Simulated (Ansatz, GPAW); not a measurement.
This is a calculation of Zr (Zirconium) for Ansatz 0.2.0. 

The input input.yaml:

```yaml
crystal:
  lattice:
    - [3.232, 0.0, 0.0]
    - [-1.616, 2.798994105, 0.0]
    - [0.0, 0.0, 5.147]
  atoms:
    - { symbol: Zr, position: [0.6666666667, 0.3333333333, 0.75] }
    - { symbol: Zr, position: [0.3333333333, 0.6666666667, 0.25] }
hamiltonian:
  xc: pbe
  pseudopotentials: { kind: paw }
kpoints:
  mp_grid: { grid: [9, 9, 5] }
scf:
  occupations: { method: gaussian, width: 0.016 }
output:
  forces: true
  stress: true
  eigenvalues: true
  write_density: true
  write_potential: true
  elf: true
  volumetric_format: npy
```

Potentials or basis: Ansatz PAW.

Command:

```console
$ ansatz run input.yaml --threads 2 --pin off --max-ram 5632MiB --backend cpu --events-out ev --progress --plain --runs-dir out
```

Problem. What does the same run look like in GPAW 26.7.0 (ASE script)? Potentials or basis there: GPAW PAW data sets (gpaw-data 1.2.1), cutoff 600 eV.

Solution. As run (cutoffs and basis follow the program's own potentials, and thresholds, step limits or extra output files can differ):

The input run.py:

```python
from ase import Atoms
from ase.dft.bandgap import bandgap
from ase.io import write
from ase.units import GPa
from gpaw import GPAW, PW

atoms = Atoms(['Zr', 'Zr'],
              cell=[[3.232, 0.0, 0.0],
                    [-1.616, 2.798994105, 0.0],
                    [0.0, 0.0, 5.147]],
              scaled_positions=[[0.6666666667, 0.3333333333, 0.75],
                                [0.3333333333, 0.6666666667, 0.25]],
              pbc=True)

calc = GPAW(mode=PW(600),
            xc='PBE',
            kpts={'size': (9, 9, 5), 'gamma': True},
            occupations={'name': 'methfessel-paxton', 'order': 0, 'width': 0.016},
            nbands=24,
            convergence={'density': 1e-05, 'energy': 1e-05},
            maxiter=150,
            txt='gpaw.txt')
atoms.calc = calc
energy = atoms.get_potential_energy()
forces = atoms.get_forces()
stress = atoms.get_stress()
calc.write('gs.gpw')
write('result.traj', atoms)
print(f'Energy: {energy:.6f} eV')
print('Forces (eV/A):')
print(forces.round(4))
print('Stress (GPa):', (stress / GPa).round(3))
print('Fermi level:', round(calc.get_fermi_level(), 4), 'eV')
print(f'Gap: {bandgap(calc)[0]:.4f} eV, direct: {bandgap(calc, direct=True)[0]:.4f} eV')
```

Potentials or basis: GPAW PAW data sets (gpaw-data 1.2.1), pw.

The run is started by

```sh
$ OMP_NUM_THREADS=1 python run.py
```

Both were run:

|  | Ansatz | GPAW |
| --- | --- | --- |
| Pressure | 0.6 GPa | 0.2 GPa |

Ansatz's pressure holds a Pulay term of +0.02 GPa for its cutoff of 420 eV, which the other run lacks.

Where Ansatz's input types no cutoff or centring, it takes its own default and a Γ-centred mesh.

Pressure is positive in compression.
